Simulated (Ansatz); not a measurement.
Start from ZnTe in the zinc blende structure (space group F-43m, No. 216; a = 6.0657 Å).

All numbers come from PBEsol in Ansatz (plane waves to 420 eV, PAW, no SOC).

One change was made to it. Results:

The lattice parameter a falls by 0.260 Å, from 6.066 Å to 5.806 Å; the hole mass (degenerate bands, along [100]) becomes 0.11, 0.35, 0.35 mₑ (at Γ) (base: 0.084, 0.44, 0.44 mₑ (at Γ)); the valley order (the lowest conduction-band minima on the path, energy above the VBM, named in the base's zone) becomes a point along ⟨100⟩, about 0.9 Å⁻¹ from Γ 1.82 eV; Γ 1.90 eV; L along ⟨111⟩ 1.90 eV (base: Γ 1.24 eV; L along ⟨111⟩ 1.73 eV; a point along ⟨100⟩, about 0.9 Å⁻¹ from Γ 2.12 eV).

Q: Which of these changes matches the shifts?
(A) pressure 0.9 GPa
(B) pressure −1 GPa
(C) pressure 2.1 GPa
(D) pressure 9 GPa

A: D, pressure 9 GPa. For comparison, the valley order in the other runs: pressure −1 GPa gives Γ 1.14 eV; L along ⟨111⟩ 1.71 eV; a point along ⟨100⟩, about 0.9 Å⁻¹ from Γ 2.16 eV; pressure 0.9 GPa gives Γ 1.32 eV; L along ⟨111⟩ 1.76 eV; a point along ⟨100⟩, about 0.9 Å⁻¹ from Γ 2.09 eV; pressure 2.1 GPa gives Γ 1.42 eV; L along ⟨111⟩ 1.78 eV; a point along ⟨100⟩, about 0.9 Å⁻¹ from Γ 2.05 eV.

With Te present, leaving out spin-orbit coupling can change the band edges. The levels and masses belong to the bands next to the band gap. Load acts through the strain it causes; cell and atoms are relaxed under it. Effective masses come from finite differences of ±0.01 Å⁻¹. Stability against distortions was not tested. Tetrahedral semiconductors of this kind turn to denser phases somewhere between about 1 and 50 GPa; those were not computed, so compressed cells here can lie past the real transition.

Ansatz is a first-principles code.
